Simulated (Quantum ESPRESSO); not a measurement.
The system is Ti.

```xyz
1
Lattice="0.0000 2.0300 2.0300 2.0300 0.0000 2.0300 2.0300 2.0300 0.0000" Properties=species:S:1:pos:R:3 pbc="T T T"
Ti    0.0000    0.0000    0.0000
```

This isn't the form of Ti at room conditions, which is hcp.

| Item | Value |
| --- | --- |
| Program | Quantum ESPRESSO 7.5 |
| Task | single point |
| Functional | PBE |
| Potentials or basis | SSSP 1.3 efficiency PBE |
| Cutoff | 748 eV |
| Density cutoff | 5987 eV |
| k mesh | 11 × 11 × 11 |
| Occupations | fermi-dirac, width 0.05 eV |
| Spin | no spin polarisation |

On this cell: pressure 4.2 GPa; band gap on the k mesh none (metal or under the smearing width).

The same run follows on a disturbed copy (cell strained at random at fixed volume):

```
Ti
1.0
     0.02177    1.99869    2.03132
     2.00646    0.00299    2.05009
     2.03951    2.05051   -0.03005
Ti
1
Cartesian
  0.0208 -0.0177 -0.0242
```

Task: What does the disturbed cell give?

Result: The energy (extrapolated to zero smearing) moves by +5.9 meV/atom; pressure 4.3 GPa; band gap on the k mesh none (metal or under the smearing width).

Stress tensor (GPa, compression positive):
```
 4.86 -1.87  0.19
-1.87  4.62  1.54
 0.19  1.54  3.44
```
